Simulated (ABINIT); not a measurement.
Crystal: MoP.

```xyz
2
Lattice="3.2230 0.0000 0.0000 -1.6115 2.7912 0.0000 0.0000 0.0000 3.1910" Properties=species:S:1:pos:R:3 pbc="T T T"
Mo    0.0000    0.0000    0.0000
P     0.0000    1.8608    1.5955
```

```yaml
Program: ABINIT 10.8.3 (patched build)
Task: single point
Functional: PBE
Potentials_or_basis: JTH PAW PBE v2.0
Cutoff: 544 eV
k_mesh: 10 × 10 × 8
Occupations: fermi-dirac, width 0.05 eV
Spin: no spin polarisation
```

On this cell: pressure 2.8 GPa; largest force under 0.003 eV/Å; band gap on the k mesh none (metal or under the smearing width).

The same run follows on a disturbed copy (atoms moved at random, drawn with an rms of 0.05 Å):

```
Mo P
1.0
     3.22300    0.00000    0.00000
    -1.61150    2.79120    0.00000
     0.00000    0.00000    3.19100
Mo P
1 1
Cartesian
  -0.0237 0.0170 0.0045
  -0.0464 1.8811 1.5640
```

**Question.** What does the disturbed cell give?

**Answer.** The energy (extrapolated to zero smearing) moves by +6.5 meV/atom; pressure 3.0 GPa; largest force 0.605 eV/Å; band gap on the k mesh none (metal or under the smearing width).

Forces in eV/Å, atoms in the order of the input:
```
Mo  -0.331  0.052 -0.504
P    0.331 -0.052  0.504
```

Stress tensor (GPa, compression positive):
```
 3.33 -0.97  0.22
-0.97  3.06 -0.04
 0.22 -0.04  2.69
```
